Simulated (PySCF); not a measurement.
# Substituent chemical shifts

Parent skeleton `[CH:1]1=[CH:2][CH2:3][CH2:4]1`; one hydrogen on atom 3 is replaced by X. Hydrogens on one atom are averaged.

Computed data (PySCF 2.14.0 with density-fitted response routines): GIAO PBE0/pcSseg-1 shieldings, structure optimised with GFN2-xTB. No solvent model, relativity neglected, one conformer.

Chemical shifts δ = σref − σ; 13C, 1H against TMS, all at this level.

Parent (X = H): C1 145.8, C2 145.8, C3 32.8, C4 32.8, H(C1) 6.29, H(C2) 6.29, H(C3) 2.65, H(C4) 2.65 ppm. Effects are Δδ = δ(X) − δ(H), positive for deshielding.

(1) Order these by the shift of C1, most shielded first.
A. X = CH2Cl
B. X = OC2H5
C. X = SO3H

(2) Order these by the shift of H(C3), most shielded first.
A. X = CH2Cl
B. X = NH2
C. X = OC2H5

(3) Order these by the shift of C4, most shielded first.
A. X = NH2
B. X = SO3H
C. X = OC2H5
D. X = CH2Cl

Answers

(1) B (+0.6 ppm), A (+2.7 ppm), C (+11.4 ppm).

(2) A (+0.37 ppm), B (+1.35 ppm), C (+1.52 ppm).

(3) B (+3.5 ppm), D (+6.0 ppm), C (+12.9 ppm), A (+14.6 ppm).
